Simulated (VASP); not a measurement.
**Te: changing the share of exact exchange**

It takes space group P4_132 (No. 213, cubic). Conventional cell: a = 5.223 Å, b = 5.223 Å, c = 5.223 Å, α = 90.00°, β = 90.00°, γ = 90.00°. Te (site symmetry 32) is surrounded by 6 Te at 3.20 Å.

This isn't the form of Te at room conditions, which is trigonal, of chains.

Kept alike: task single point; functional HSE(alpha, omega); k mesh 3 × 3 × 3; occupations fermi-dirac, width 0.05 eV; no spin polarisation. Program: VASP, PBE PAW files Te, 520 eV. Screening 0.2 Å⁻¹. The mesh is that of the run's cell of 4 atoms. No spin-orbit coupling.

```csv
"share of exact exchange, α",pressure (GPa)
0.05,-0.29
0.1,-0.73
0.15,-1.18
0.2,?
0.25,-2.10
0.3,-2.58
0.4,-3.58
0.5,-4.63
```

The k mesh is coarse, so the values aren't converged. Pressure is positive in compression; the values hold the error of the finite cutoff, so their zero can differ a little from the energy's minimum. All rows use potentials made for PBE. The mesh is thin for exact exchange.

Question: Fit the rows shown and predict the run at 0.2.

Answer: A least-squares parabola through the rows shown is pressure = -2.386 α² - 8.319 α + 0.128 (largest miss 0.006); at α = 0.2 it gives -1.63 GPa. The run gave: pressure -1.63 GPa.
